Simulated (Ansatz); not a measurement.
# InPd (Pm-3m) in Ansatz: settings compared

Aim: see how the results for InPd move with the level of theory and the settings. Levels: PBEsol, PBEsol+D3(BJ). Tasks: relaxation of cell and atoms.

All numbers are computed with Ansatz 0.2.0; they aren't measurements. Logs are shortened: lines on timing, memory, paths and dates and some standing lists are left out, and cuts for length are marked.

## 1. Starting point

It takes space group Pm-3m (No. 221, cubic). Conventional cell: a = 3.272 Å, b = 3.272 Å, c = 3.272 Å, α = 90.00°, β = 90.00°, γ = 90.00°. Around In (site symmetry m-3m) lie 8 Pd at 2.83 Å. Pd (site symmetry m-3m) has 8 In at 2.83 Å as nearest neighbours.

The cell comes from a database or a generator and needn't be the stable form of this composition.

## 2. Relaxation of cell and atoms, PBEsol

Contents of input.yaml:

```yaml
crystal:
  lattice:
    - [3.27188478, 0.0, 0.0]
    - [0.0, 3.27188478, 0.0]
    - [0.0, 0.0, 3.27188478]
  atoms:
    - { symbol: In, position: [0.0, 0.0, 0.0] }
    - { symbol: Pd, position: [0.5, 0.5, 0.5] }
hamiltonian:
  xc: pbesol
  pseudopotentials: { kind: paw }
kpoints:
  mp_grid: { grid: [8, 8, 8] }
scf:
  occupations: { method: fermi_dirac, width: 0.05 }
output:
  forces: true
  stress: true
  eigenvalues: true
relax:
  f_tol: 0.01
  max_steps: 40
  cell: { stress_tol: 0.05 }
```

Potentials or basis: Ansatz PAW.

On the command line:

```bash
> ansatz run input.yaml --threads 2 --pin off --max-ram 5632MiB --backend cpu --events-out ev --progress --plain --runs-dir out
```

Log:

```text
Warning: RAYON_NUM_THREADS=2 ignored (pool sized by the plan → 2); use --threads N
Engine: ansatz 0.2.0, aarch64-unknown-linux-gnu
Pseudopotentials: kind: paw
Pseudopotential: In, paw, valence charge 13, recommended cutoff 420 eV (normal), In.paw.azcp
Pseudopotential: Pd, paw, valence charge 18, recommended cutoff 420 eV (normal), Pd.paw.azcp
Functional definition: PBEsol
  exchange = pbesol_x
  correlation = pbesol_c
Crystal: 2 atoms, lattice volume = 35.026 Å³
Basis set: ecut = 420 eV, 691 PW (Γ), exchange–correlation on 48×48×48 points (8 copies of the dense FFT grid, shifted against one another)
Bands: 20, of which v1, the nominal top of the filled ones, is band 16 counted from 1 (15 counted from 0)
Symmetry: 48 space group operations
Space group: Pm-3m (ITA 221), of the structure as read, at distance tolerance 3.3e-5 Å
k-points: 35 of 512
Non-local potential: In, projectors of the file, l = 0: 2, l = 1: 2, l = 2: 2, l = 3: 2
Non-local potential: Pd, projectors of the file, l = 0: 2, l = 1: 2, l = 2: 2, l = 3: 1
PAW form: soft (Blöchl's): semilocal exchange-correlation on the pseudo side does not see the compensation charge
PAW frozen core: In, regenerated for the run's functional, and the local potential with it (the file was generated under x = pbe(κ = 0.804, μ = 0.2195149727645171), c = pbe(β = 0.06672455060314922))
PAW frozen core: Pd, regenerated for the run's functional, and the local potential with it (the file was generated under x = pbe(κ = 0.804, μ = 0.2195149727645171), c = pbe(β = 0.06672455060314922))
PAW one-centre angular grid: In, 590 points (default); XC on 64 Gauss nodes
PAW one-centre angular grid: Pd, 590 points (default); XC on 64 Gauss nodes
Initial density: superposition of atomic densities (neutral atoms: chi_scale 0, normalization atom), corrected by the library's trained network
Initial wavefunctions: pseudopotential atomic-orbital guess
Functional: x = pbesol(κ = 0.804, μ = 0.12345679012345678), c = pbesol(β = 0.046)
SCF iter   1: F=—  HF=-12433.120229 eV  |F-HF|=—  |Δ(HF+E_count)|=         —  Δρ=7.87e-3  dr2=2.22e-2  ethr=1.77e-3  ⟨swp⟩=5.8  Hψ=3131  notcnv=0
preconditioner: auto → none  [insulator: Δε(μ)=0.347 eV  Ē_g=14.454 eV  σ=0.050 eV  W_gap=0.64  n_scr=6 (ndim 8)  ℏωp=30.1 eV  f_vac=0.000  D(μ)=1.38/eV (n_scr^D=6)  ε∞_Penn≈5.3]
SCF iter   2: F=—  HF=-12433.115263 eV  |F-HF|=—  |Δ(HF+E_count)|=   4.97e-3  Δρ=1.32e-3  dr2=4.59e-4  ethr=7.18e-5  ⟨swp⟩=2.5  Hψ=1486  notcnv=0  defer=9
SCF iter   3: F=—  HF=-12433.115186 eV  |F-HF|=—  |Δ(HF+E_count)|=   7.69e-5  Δρ=5.16e-4  dr2=4.83e-5  ethr=1.48e-6  ⟨swp⟩=1.2  Hψ=704  notcnv=0  defer=9
SCF iter   4: F=—  HF=-12433.115183 eV  |F-HF|=—  |Δ(HF+E_count)|=   2.66e-6  Δρ=4.75e-5  dr2=3.76e-7  ethr=1.56e-7  ⟨swp⟩=2.4  Hψ=1185  notcnv=0  defer=9
iter 5 did not close the SCF: its close was put off for the readings that it lacked (scf_convergence_deferred on its scf_iter line)
SCF iter   5: F=-12433.115183 eV  HF=-12433.115183 eV  |F-HF|=9.92e-9  |Δ(HF+E_count)|=   1.26e-7  Δρ=1.05e-5  dr2=1.78e-8  ethr=1.21e-9  ⟨swp⟩=2.1  Hψ=1053  notcnv=0  defer=9
SCF iter   6: F=-12433.115183 eV  HF=-12433.115183 eV  |F-HF|=3.64e-12  |Δ(HF+E_count)|=   1.72e-8  Δρ=1.09e-6  dr2=2.21e-10  ethr=5.73e-11  ⟨swp⟩=2.9  Hψ=2487  notcnv=0
SCF 1 converged in 6 iterations: F = -12433.115183 eV  dr2 = 2.21e-10
relax step   1: F+E_penalty+E_count = -12433.11518328 eV  Δ(F+E_penalty+E_count) = +0.000e0 eV  max|allowed force component| = 2.347e-29 eV/Å  Δτ_max = 0.0000 Å  P = -2.974 GPa  Ω = 35.026 Å³  (6 SCF iters, dr2 threshold 1.00e-7 eV, accepted)
Crystal: 2 atoms, lattice volume = 33.066 Å³
Basis set: ecut = 420 eV, 619 PW (Γ), exchange–correlation on 48×48×48 points (8 copies of the dense FFT grid, shifted against one another)
Initial density: handed on by an earlier stage of this run
Initial wavefunctions: those handed on with the density
iter 1 solved again at ethr=1.00e-4 eV; its pass at ethr=3.10e-3 eV (dr2=3.11e-2 eV) is discarded
SCF iter   1: F=—  HF=-12433.112187 eV  |F-HF|=—  |Δ(HF+E_count)|=         —  Δρ=7.83e-3  dr2=3.13e-2  ethr=1.00e-4  ⟨swp⟩=1.0  Hψ=3943  notcnv=0
preconditioner: auto → none  [metal: Δε(μ)=0.123 eV  Ē_g=14.942 eV  σ=0.050 eV  W_gap=0.50  n_scr=6 (ndim 8)  ℏωp=31.0 eV  f_vac=0.000  D(μ)=1.32/eV (n_scr^D=6)]
SCF iter   2: F=—  HF=-12433.105774 eV  |F-HF|=—  |Δ(HF+E_count)|=   6.41e-3  Δρ=2.31e-3  dr2=1.95e-3  ethr=1.00e-4  ⟨swp⟩=2.1  Hψ=988  notcnv=0
SCF iter   3: F=—  HF=-12433.105252 eV  |F-HF|=—  |Δ(HF+E_count)|=   5.22e-4  Δρ=6.00e-4  dr2=1.41e-4  ethr=6.30e-6  ⟨swp⟩=1.2  Hψ=707  notcnv=0
SCF iter   4: F=—  HF=-12433.105220 eV  |F-HF|=—  |Δ(HF+E_count)|=   3.15e-5  Δρ=6.01e-5  dr2=4.92e-7  ethr=4.56e-7  ⟨swp⟩=2.0  Hψ=859  notcnv=0
iter 5 did not close the SCF: its close was put off for the readings that it lacked (scf_convergence_deferred on its scf_iter line)
SCF iter   5: F=-12433.105220 eV  HF=-12433.105220 eV  |F-HF|=2.08e-8  |Δ(HF+E_count)|=   2.75e-7  Δρ=1.66e-5  dr2=5.10e-8  ethr=1.59e-9  ⟨swp⟩=2.1  Hψ=1221  notcnv=0
SCF iter   6: F=-12433.105220 eV  HF=-12433.105220 eV  |F-HF|=1.33e-9  |Δ(HF+E_count)|=   1.09e-9  Δρ=1.75e-6  dr2=1.59e-9  ethr=1.64e-10  ⟨swp⟩=2.5  Hψ=2411  notcnv=0
SCF 2 converged in 6 iterations: F = -12433.105220 eV  dr2 = 1.59e-9
relax step   2: F+E_penalty+E_count = -12433.10522038 eV  Δ(F+E_penalty+E_count) = +9.963e-3 eV  max|allowed force component| = 8.809e-30 eV/Å  Δτ_max = 0.0000 Å  P = +5.249 GPa  Ω = 33.066 Å³  energy of the carried Pulay correction = +7.927e-4 eV  (6 SCF iters, dr2 threshold 2.00e-7 eV, rejected (line search))
Crystal: 2 atoms, lattice volume = 34.291 Å³
iter 1 solved again at ethr=4.34e-5 eV; its pass at ethr=3.10e-3 eV (dr2=1.35e-2 eV) is discarded
SCF iter   1: F=—  HF=-12433.126012 eV  |F-HF|=—  |Δ(HF+E_count)|=         —  Δρ=4.99e-3  dr2=1.36e-2  ethr=4.34e-5  ⟨swp⟩=1.0  Hψ=4158  notcnv=0
preconditioner: auto → none  [insulator: Δε(μ)=0.155 eV  Ē_g=14.667 eV  σ=0.050 eV  W_gap=0.56  n_scr=6 (ndim 8)  ℏωp=30.4 eV  f_vac=0.000  D(μ)=1.34/eV (n_scr^D=6)  ε∞_Penn≈5.3]
SCF iter   2: F=—  HF=-12433.123301 eV  |F-HF|=—  |Δ(HF+E_count)|=   2.71e-3  Δρ=1.55e-3  dr2=1.05e-3  ethr=4.34e-5  ⟨swp⟩=2.0  Hψ=820  notcnv=0
SCF iter   3: F=—  HF=-12433.123021 eV  |F-HF|=—  |Δ(HF+E_count)|=   2.80e-4  Δρ=3.55e-4  dr2=5.69e-5  ethr=3.38e-6  ⟨swp⟩=1.5  Hψ=749  notcnv=0
SCF iter   4: F=—  HF=-12433.123008 eV  |F-HF|=—  |Δ(HF+E_count)|=   1.27e-5  Δρ=4.97e-5  dr2=3.14e-7  ethr=1.84e-7  ⟨swp⟩=2.1  Hψ=874  notcnv=0
SCF iter   5: F=—  HF=-12433.123015 eV  |F-HF|=—  |Δ(HF+E_count)|=   6.33e-6  Δρ=1.30e-5  dr2=1.92e-8  ethr=1.01e-9  ⟨swp⟩=2.1  Hψ=1017  notcnv=0
SCF iter   6: F=—  HF=-12433.123015 eV  |F-HF|=—  |Δ(HF+E_count)|=   5.61e-9  Δρ=1.14e-6  dr2=5.70e-10  ethr=6.20e-11  ⟨swp⟩=2.0  Hψ=1023  notcnv=0
SCF iter   7: F=-12433.123015 eV  HF=-12433.123015 eV  |F-HF|=3.64e-12  |Δ(HF+E_count)|=  6.91e-11  Δρ=1.50e-7  dr2=3.12e-12  ethr=1.00e-12  ⟨swp⟩=6.0  Hψ=3032  notcnv=0
SCF 3 converged in 7 iterations: F = -12433.123015 eV  dr2 = 3.12e-12
relax step   3: F+E_penalty+E_count = -12433.12301461 eV  Δ(F+E_penalty+E_count) = -7.831e-3 eV  max|allowed force component| = 6.837e-30 eV/Å  Δτ_max = 0.0000 Å  P = -0.249 GPa  Ω = 34.291 Å³  energy of the carried Pulay correction = +2.921e-4 eV  (7 SCF iters, accepted)
Crystal: 2 atoms, lattice volume = 34.226 Å³
iter 1 solved again at ethr=1.09e-7 eV; its pass at ethr=3.10e-3 eV (dr2=3.36e-5 eV) is discarded
SCF iter   1: F=—  HF=-12433.123097 eV  |F-HF|=—  |Δ(HF+E_count)|=         —  Δρ=2.65e-4  dr2=3.79e-5  ethr=1.09e-7  ⟨swp⟩=2.0  Hψ=3687  notcnv=0
preconditioner: auto → none  [metal: Δε(μ)=0.096 eV  Ē_g=14.677 eV  σ=0.050 eV  W_gap=0.44  n_scr=6 (ndim 8)  ℏωp=30.4 eV  f_vac=0.000  D(μ)=1.36/eV (n_scr^D=6)]
SCF iter   2: F=—  HF=-12433.123090 eV  |F-HF|=—  |Δ(HF+E_count)|=   7.21e-6  Δρ=7.75e-5  dr2=2.24e-6  ethr=1.09e-7  ⟨swp⟩=2.1  Hψ=821  notcnv=0
SCF iter   3: F=—  HF=-12433.123089 eV  |F-HF|=—  |Δ(HF+E_count)|=   6.32e-7  Δρ=2.01e-5  dr2=1.78e-7  ethr=7.22e-9  ⟨swp⟩=1.2  Hψ=724  notcnv=0
iter 4 did not close the SCF: its close was put off for the readings that it lacked (scf_convergence_deferred on its scf_iter line)
SCF iter   4: F=-12433.123089 eV  HF=-12433.123089 eV  |F-HF|=2.55e-11  |Δ(HF+E_count)|=   3.82e-8  Δρ=2.38e-6  dr2=7.77e-10  ethr=5.75e-10  ⟨swp⟩=2.0  Hψ=835  notcnv=0
iter 5 did not close the SCF: its close was put off for the readings that it lacked (scf_convergence_deferred on its scf_iter line)
SCF iter   5: F=-12433.123089 eV  HF=-12433.123089 eV  |F-HF|=5.46e-11  |Δ(HF+E_count)|=  8.73e-11  Δρ=5.18e-7  dr2=6.34e-11  ethr=2.51e-12  ⟨swp⟩=2.0  Hψ=1239  notcnv=0
SCF iter   6: F=-12433.123089 eV  HF=-12433.123089 eV  |F-HF|=7.28e-12  |Δ(HF+E_count)|=  2.55e-11  Δρ=1.49e-7  dr2=4.23e-12  ethr=1.00e-12  ⟨swp⟩=1.0  Hψ=1722  notcnv=0
SCF 4 converged in 6 iterations: F = -12433.123089 eV  dr2 = 4.23e-12
relax step   4: F+E_penalty+E_count = -12433.12308908 eV  Δ(F+E_penalty+E_count) = -7.448e-5 eV  max|allowed force component| = 2.025e-29 eV/Å  Δτ_max = 0.0000 Å  P = +0.014 GPa  Ω = 34.226 Å³  energy of the carried Pulay correction = +3.184e-4 eV  (6 SCF iters, dr2 threshold 1.55e-7 eV, accepted)
Initial wavefunctions: pseudopotential atomic-orbital guess (no wavefunctions were taken with the density)
iter 1 solved again at ethr=2.73e-8 eV; its pass at ethr=3.10e-3 eV (dr2=8.46e-6 eV) is discarded
SCF iter   1: F=—  HF=-12433.122756 eV  |F-HF|=—  |Δ(HF+E_count)|=         —  Δρ=4.63e-5  dr2=1.34e-7  ethr=2.73e-8  ⟨swp⟩=3.5  Hψ=4963  notcnv=0
preconditioner: auto → none  [metal: Δε(μ)=0.099 eV  Ē_g=14.677 eV  σ=0.050 eV  W_gap=0.45  n_scr=6 (ndim 8)  ℏωp=30.4 eV  f_vac=0.000  D(μ)=1.36/eV (n_scr^D=6)]
SCF iter   2: F=—  HF=-12433.122758 eV  |F-HF|=—  |Δ(HF+E_count)|=   1.73e-6  Δρ=2.05e-5  dr2=2.59e-8  ethr=4.31e-10  ⟨swp⟩=2.3  Hψ=1183  notcnv=0
SCF iter   3: F=—  HF=-12433.122758 eV  |F-HF|=—  |Δ(HF+E_count)|=   1.17e-8  Δρ=4.53e-6  dr2=1.29e-9  ethr=8.34e-11  ⟨swp⟩=2.7  Hψ=1050  notcnv=0
SCF iter   4: F=—  HF=-12433.122758 eV  |F-HF|=—  |Δ(HF+E_count)|=  7.17e-10  Δρ=6.15e-7  dr2=5.27e-11  ethr=4.18e-12  ⟨swp⟩=2.7  Hψ=1344  notcnv=0
iter 5 did not close the SCF: its close was put off for the readings that it lacked (scf_convergence_deferred on its scf_iter line)
SCF iter   5: F=-12433.122758 eV  HF=-12433.122758 eV  |F-HF|=5.46e-12  |Δ(HF+E_count)|=  1.82e-11  Δρ=1.48e-7  dr2=6.47e-12  ethr=1.00e-12  ⟨swp⟩=1.0  Hψ=700  notcnv=0
SCF iter   6: F=-12433.122758 eV  HF=-12433.122758 eV  |F-HF|=1.82e-12  |Δ(HF+E_count)|=  1.82e-12  Δρ=1.15e-8  dr2=2.61e-14  ethr=1.00e-12  ⟨swp⟩=4.0  Hψ=2823  notcnv=0
SCF 5 converged in 6 iterations: F = -12433.122758 eV  dr2 = 2.61e-14
relax step   5: F+E_penalty+E_count = -12433.12275754 eV  Δ(F+E_penalty+E_count) = +3.315e-4 eV  max|allowed force component| = 4.536e-30 eV/Å  Δτ_max = 0.0000 Å  P = +0.021 GPa  Ω = 34.226 Å³  stress off target by 2.09e-2 GPa  SCF on the basis re-selected at this cell (its energy is not comparable with the rows above)  (6 SCF iters)
basis re-selected at this cell: Δ(F+E_penalty+E_count) = +3.315e-4 eV, ΔP = +0.007 GPa vs the last step (what re-selecting the basis moved, of the pressure what is left beyond the Pulay correction that the steps carried, after the strain that the cell walked since its last selection, with what the two solves' SCF thresholds leave and, on support functions, any second-order correction that the steps lacked; it is no measure of the basis error at this ecutwfc). This SCF's stress stands 2.09e-2 GPa from its target on what of the cell is left free (relax.cell.stress_tol is 5.00e-2 GPa) and its largest allowed force component is 4.54e-30 eV/Å (relax.f_tol is 1.00e-2 eV/Å): within both
SCF converged after 6 iterations
Free energy (F): -12433.122758 eV
Harris-Foulkes:  -12433.122758 eV  (|F-HF|=1.82e-12)
Internal energy: -12433.112662 eV  (E = F + TS)
E sigma→0 (E₀):  -12433.117710 eV
Entropy (-TS):   -0.010095 eV (-5.048 meV/atom)
Fermi energy:    16.979806 eV
--- Per-component energies (eV) ---
  E_band       = -135.107605
  E_kinetic    = 760.987272
  E_local      = -2855.348479  (includes V_loc(G=0)·N_el)
  E_nonlocal   = 588.610008
  E_hartree    = 1159.783344
  E_xc         = -382.202957
  E_vxc        = -312.607935  (∫ρ·V_xc dr)
  E_paw        = -7771.356940  (= ΣΔE_a)
  E_vpaw       = -636.315378  (= ΣTr[D̂ρ^β])
  E_aug_tail   = 0.000224  (compensation charges beyond the density's cutoff)
  E_ewald      = -3934.123561
  E_core_change = 0.538427  (= ΣΔE_core)
  E_smearing   = -0.010095  (= −TS)
  E_closure    = -0.000000  (closes the sum)
  Σ components = -12433.122758   (vs F -12433.122758, Δ=0.00e0)
--- Forces (eV/Å), atoms counted from 1 ---
  atom   1  In     0.00000000     0.00000000     0.00000000
  atom   2  Pd     0.00000000     0.00000000     0.00000000
  max |Σ_I F_I| component: 9.93e-30 eV/Å
--- Stress (GPa, compression-positive) ---
        0.020886       0.000000      -0.000000
        0.000000       0.020886      -0.000000
       -0.000000      -0.000000       0.020886
  P = ⅓ Tr σ = 0.0209 GPa (0.209 kbar)
--- Band table (eV; the first three rows and the last of 35) ---
  k-point 0: bands = ["-67.4414", "-33.2068", "-33.2068", "-33.2068", "2.1347", "2.1347", "2.5763", "2.5763", "2.5763", "6.7754", "13.1531", "13.1531", "14.7583", "14.7583", "14.7583", "21.2877", "21.2877", "21.2877", "26.7268", "27.8235"]
  k-point 1: bands = ["-67.4411", "-33.2120", "-33.2064", "-33.2064", "2.1442", "2.1902", "2.5596", "2.5596", "2.5816", "7.0292", "13.1535", "13.1891", "14.5702", "14.5702", "14.7460", "19.7923", "21.7936", "21.7936", "27.1371", "27.7196"]
  k-point 2: bands = ["-67.4405", "-33.2247", "-33.2055", "-33.2055", "2.1673", "2.3236", "2.5194", "2.5194", "2.5943", "7.7845", "13.1013", "13.1544", "14.1779", "14.1779", "14.7161", "17.5346", "23.1343", "23.1343", "27.2510", "27.4497"]
  k-point 34: bands = ["-67.4363", "-33.2359", "-33.2359", "-33.2359", "2.2830", "2.2830", "2.2830", "2.8083", "2.8083", "12.0504", "12.0504", "12.0504", "15.4011", "15.4011", "17.0452", "20.8702", "20.8702", "20.8702", "21.5632", "21.5632"]
--- Relaxed structure (4 steps of the walk, 3 accepted, 1 SCFs on fresh bases) ---
  F+E_penalty+E_count = -12433.12275754 eV   max|allowed force component| = 4.536e-30 eV/Å   (the final SCF, on the basis selected at the relaxed cell)
  cell:  # Å, volume = 34.2256 Å³
    - [3.246761293394906, -3.209883240645393e-35, 0.0]
    - [-9.62964972193618e-35, 3.246761293394906, 0.0]
    - [2.5679065925163143e-34, 0.0, 3.246761293394906]
  atoms:
    - { symbol: In, position: [-2.1748836657229294e-47, -5.994871642697818e-48, 2.230649913561979e-48] }
    - { symbol: Pd, position: [0.5, 0.5, 0.5] }
```

Wall time 5 s (2 threads of Arm Neoverse V1, shared host); peak memory 0.32 GiB.

Results:

| Item | Value |
| --- | --- |
| Free energy | -12433.1228 eV |
| Relaxed volume | 17.11 Å³/atom |
| Relaxed cell | a = 3.247 Å, b = 3.247 Å, c = 3.247 Å, α = 90.00°, β = 90.00°, γ = 90.00° |
| Space group after relaxing (to 0.05 Å) | Pm-3m (No. 221) |
| Energy gained by relaxing | 3.8 meV/atom |
| Ionic steps | 4 |
| Pressure after relaxing | 0.0 GPa |
| Band gap on the k mesh | none (metal or under the smearing width) |

Step by step:
```csv
step,energy change (eV),largest force (eV/Å),volume (Å³)
1,0.0000,0.0000,35.03
2,-0.0078,0.0000,34.29
3,-0.0079,0.0000,34.23
4,-0.0076,0.0000,34.23
```

Final structure:
```
In Pd
1.0
     3.24676    0.00000    0.00000
     0.00000    3.24676    0.00000
     0.00000    0.00000    3.24676
In Pd
1 1
Direct
  0.00000 0.00000 0.00000
  0.50000 0.50000 0.50000
```

Levels at points of the mesh, in eV from the Fermi level:
```
              k point  band 13  band 14  band 15  band 16  band 17  band 18  band 19  band 20
   (0.00, 0.00, 0.00)    -2.22    -2.22    -2.22     4.31     4.31     4.31     9.75    10.84
  (0.00, 0.00, -0.50)    -3.26    -3.26    -2.31    -1.03     9.82     9.82    10.05    10.93
 (0.00, -0.50, -0.50)    -2.64    -2.35    -2.35    -1.62     1.66     2.61     9.68    11.43
(-0.50, -0.50, -0.50)    -1.58    -1.58     0.07     3.89     3.89     3.89     4.58     4.58
```

Caveat: the plane-wave basis is chosen anew once the cell has moved, so the energies of steps on either side of that aren't comparable; the PAW data sets come from PBE, with cores solved anew for the run's functional, which leaves a small shift of forces and pressure.

## 3. Relaxation of cell and atoms, PBEsol+D3(BJ)

Edit input.yaml of step 2 so:

```diff
@@ -11,2 +11,3 @@
   pseudopotentials: { kind: paw }
+  dispersion: d3bj
 kpoints:
```

Potentials or basis: Ansatz PAW.

On the command line:

```bash
> ansatz run input.yaml --threads 2 --pin off --max-ram 5632MiB --backend cpu --events-out ev --progress --plain --runs-dir out
```

Wall time 5.1 s (2 threads of Arm Neoverse V1, shared host); peak memory 0.32 GiB.

It converged, with:

| Property | Result |
| --- | --- |
| Free energy | -12434.2348 eV |
| Relaxed volume | 16.50 Å³/atom |
| Relaxed cell | a = 3.208 Å, b = 3.208 Å, c = 3.208 Å, α = 90.00°, β = 90.00°, γ = 90.00° |
| Space group after relaxing (to 0.05 Å) | Pm-3m (No. 221) |
| Energy gained by relaxing | 26.7 meV/atom |
| Ionic steps | 4 |
| Pressure after relaxing | 0.0 GPa |
| Band gap on the k mesh | none (metal or under the smearing width) |

Step by step:
| step | energy change (eV) | largest force (eV/Å) | volume (Å³) |
| --- | --- | --- | --- |
| 1 | 0.0000 | 0.0000 | 35.03 |
| 2 | -0.0522 | 0.0000 | 33.37 |
| 3 | -0.0543 | 0.0000 | 33.01 |
| 4 | -0.0534 | 0.0000 | 33.01 |

Final structure:
```
CELL_PARAMETERS angstrom
3.20775 0.00000 0.00000
0.00000 3.20775 0.00000
0.00000 0.00000 3.20775
ATOMIC_POSITIONS crystal
In 0.00000 0.00000 0.00000
Pd 0.50000 0.50000 0.50000
```

Levels at points of the mesh, in eV from the Fermi level:
```tsv
k point	band 14	band 15	band 16	band 17	band 18	band 19
(0.00, 0.00, 0.00)	-2.31	-2.31	4.37	4.37	4.37	10.24
(0.00, 0.00, -0.50)	-3.42	-2.41	-1.06	10.15	10.15	10.18
(0.00, -0.50, -0.50)	-2.49	-2.49	-1.68	1.85	2.74	9.94
(-0.50, -0.50, -0.50)	-1.64	0.22	3.94	3.94	3.94	4.73
```

Caveat: the plane-wave basis is chosen anew once the cell has moved, so the energies of steps on either side of that aren't comparable; pairwise dispersion overbinds metals, which lowers pressure and volume; the PAW data sets come from PBE, with cores solved anew for the run's functional, which leaves a small shift of forces and pressure.
